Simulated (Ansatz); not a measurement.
# AlN: the cost of one run

Computed with Ansatz 0.2.0 (reference: DFT, HSE06, plane waves, PAW, unless a step's input says otherwise).

4 further runs of the same task are left out: 4 that didn't finish.

### Step 1. Starting point

Symmetry: Pm-3m, No. 221, cubic system. Conventional cell: a = 2.585 Å, b = 2.585 Å, c = 2.585 Å, α = 90.00°, β = 90.00°, γ = 90.00°. Al (site symmetry m-3m) is surrounded by 8 N at 2.24 Å. N (site symmetry m-3m) is surrounded by 8 Al at 2.24 Å.

As a file:

```xyz
2
Lattice="2.5855 0.0000 0.0000 0.0000 2.5855 0.0000 0.0000 0.0000 2.5855" Properties=species:S:1:pos:R:3 pbc="T T T"
Al    0.0000    0.0000    0.0000
N     1.2927    1.2927    1.2927
```

### Step 2. Baseline

The input, input.yaml:

```yaml
crystal:
  lattice:
    - [2.5854596279, 0.0, 0.0]
    - [0.0, 2.5854596279, 0.0]
    - [0.0, 0.0, 2.5854596279]
  atoms:
    - { symbol: Al, position: [0.0, 0.0, 0.0] }
    - { symbol: "N", position: [0.5, 0.5, 0.5] }
kpoints:
  mp_grid: { grid: [4, 4, 4] }
hamiltonian:
  xc: hse06
scf:
  occupations: { method: fermi_dirac, width: 0.02 }
  n_extra_bands: 4
output:
  forces: true
  stress: true
  eigenvalues: true
```

On the command line:

```bash
$ ansatz run input.yaml --threads 4 --pin off --max-ram 3686MiB --backend cpu --events-out ev --progress --plain --runs-dir out
```

**Question.** How long does this run take on 4 threads of an Arm CPU, shared host, and how much memory does it need?

About 3.4 s, with a peak of 0.4 GiB.
